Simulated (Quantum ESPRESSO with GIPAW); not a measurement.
# Off-centring in BaZrO3 seen by 137Ba: the anisotropy

In the cubic cell the series varies the shift of Zr along [001] from the centre of its octahedron, all other atoms held. GIPAW with PBEsol and plane-wave PAW files from pslibrary 1.0.0 recipes (Ba spn, Zr spn, O n), cutoffs 55 and 330 Ry, a 6×6×6 mesh in every shielding run (Quantum ESPRESSO with GIPAW, a patched development version), without spin-orbit coupling. The atoms are held where the series puts them. The cells were built for this series from an entry of the Crystallography Open Database for this compound, not from a prototype; it need not be the form that is stable at ambient conditions. σ∥ is along the axis of the site, [001].

One member of the series, BaZrO3 (P4mm) at 0.12 Å, as used in the shielding run:

```xyz
5
Lattice="4.1913 0.0000 0.0000 0.0000 4.1913 0.0000 0.0000 0.0000 4.1913" Properties=species:S:1:pos:R:3 pbc="T T T"
Ba    0.0000    0.0000    0.0000
Zr    2.0957    2.0957    2.2157
O     2.0957    2.0957    0.0000
O     2.0957    0.0000    2.0957
O     0.0000    2.0957    2.0957
```

```
shift d (Å)  d² (Å²)  mean bond at Ba (Å)  σ∥ − σ⊥ of Ba (ppm)
          0   0.0000               2.9637                 0.00
       0.03   0.0009               2.9637                 0.81
       0.06   0.0036               2.9637                 3.15
       0.09   0.0081               2.9637                 7.03
       0.12   0.0144               2.9637                12.33
       0.15   0.0225               2.9637                18.96
       0.18   0.0324               2.9637                    ?
       0.21   0.0441               2.9637                35.40
       0.24   0.0576               2.9637                44.96
```

**Task.** Fit σ∥ − σ⊥ of Ba against x, the square of the shift in Å²; judge whether a straight line is enough, and predict the withheld row (x = 0.0324 Å²).

1. The 8 known rows give Σx = 0.1512, Σy = 122.64, Σx² = 0.00605556 and Σxy = 4.824000.

2. Slope b = (nΣxy − ΣxΣy)/(nΣx² − (Σx)²) = 783.68 and intercept a = (Σy − bΣx)/n = 0.518511 ppm.

3. Residuals y − a − bx, in the order of the table: -0.52, -0.41, -0.19, +0.16, +0.53, +0.81, +0.32, -0.70 ppm; r.m.s. 0.50 ppm, R² = 0.999. They bend, and a quadratic term takes most of them away: y = 0.012955123 + 879.9170 x − 1735.114 x², r.m.s. 0.020 ppm.

4. At x = 0.0324 Å², inside the fitted range, the line gives 25.91 ppm and the parabola 26.70 ppm.

5. The run gives 26.68 ppm. The line misses by -0.77 ppm, the parabola by +0.02 ppm; that is within twice the r.m.s. of the parabola. Verdict: a line is not enough; the parabola both fits and predicts better.

Between neighbouring rows of the full table the slope is +9 ppm for 0.01 Å² of d² at the low end and +7.1 at the high end. The cubic cell has a mirror across the shift, so a quantity of the moved atom, or a mean over an element, is even in d: hence the fit against d². At x = 0 the site is cubic and the anisotropy vanishes, which a free intercept need not respect. The tensors are without the macroscopic shape term.

[Logs are printed without paths, hosts, clocks, repeated set-up lines and the standing remarks that a program may print on its own settings, such as how far it seeks lower states.]

[Hosts, paths, dates, database ids (printed as entryN), source tags and the programs' standing remarks are cut or masked in the printed files.]
